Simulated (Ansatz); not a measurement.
BaSnO₃:
```
BaSnO3
1.0
    4.08272     0.00000     0.00000
    0.00000     4.08272     0.00000
    0.00000     0.00000     4.08272
Ba Sn O
1 1 3
Direct
  0.00000   0.00000   0.00000
  0.50000   0.50000   0.50000
  0.00000   0.50000   0.50000
  0.50000   0.50000   0.00000
  0.50000   0.00000   0.50000
```

Relaxed with LDA. Special points in fractions of this cell's reciprocal vectors: Γ (0.000, 0.000, 0.000); X (0.000, 0.500, 0.000); M (0.500, 0.500, 0.000); R (0.500, 0.500, 0.500).

Problem. List the band energies nearest the valence-band maximum at these points for plane-wave PAW LDA (Ansatz code).

Solution. In eV from the valence-band maximum; about four levels below and three above (degenerate sets whole), none deeper than 8.9 eV; points with the same levels are listed once.

```tsv
k	below	above
Γ	-1.12 -1.12 -1.12 -0.48 -0.48 -0.48	1.14 4.91 4.91
X	-1.20 -1.20 -1.00 -1.00	5.18 6.87 7.23
M	-1.10 -1.10 -0.66 -0.05	6.95 7.90 8.31
R	-0.64 -0.64 0.00 0.00 0.00	5.33 5.33 5.33
```

Space group Pm-3m (cubic perovskite). The cell was relaxed with LDA under the symmetry of its start; phonons on a q-mesh show no instability. Scalar-relativistic: spin–orbit coupling is off unless named, which matters more the heavier the elements.

Potentials: the later of the program's two PAW sets.
